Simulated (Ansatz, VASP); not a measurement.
**One calculation of Ta, two programs**

```
CELL_PARAMETERS angstrom
0.00000 2.36541 5.01598
1.55526 0.00000 5.01598
1.55526 2.36541 0.00000
ATOMIC_POSITIONS crystal
Ta 0.13510 0.13510 0.86490
Ta 0.86490 0.86490 0.13510
```

Alike in both runs: functional PBEsol; k mesh 22 × 22 × 22; occupations gaussian, width 0.1 eV; no spin polarisation.

Ansatz relaxed the structure, and its values are those at the end. VASP's run is a single point on that final structure, the one shown.

|  | VASP | Ansatz |
| --- | --- | --- |
| version | VASP 6.6.1 | Ansatz 0.2.0 |
| potentials or method | VASP PAW PBE potentials, release 64 (Ta_pv) | scalar-relativistic, plane waves, PAW |
| plane-wave cutoff (eV) | 520 | 420 |
| valence electrons in the cell | 22 | 26 |

```tsv
	VASP	Ansatz	Ansatz less VASP
gap on the k mesh at the Fermi level (eV)	none	none	-
pressure (GPa)	0.2	0.0	-0.19
```

A gap of «none» marks a metal or a gap that the smearing closes. The two sets of potentials don't hold the same shells in valence.

Caveats: the PAW data sets were made with another functional, which shifts forces and pressure a little (VASP). The runs have no spin-orbit coupling, so splittings on Ta are missing.
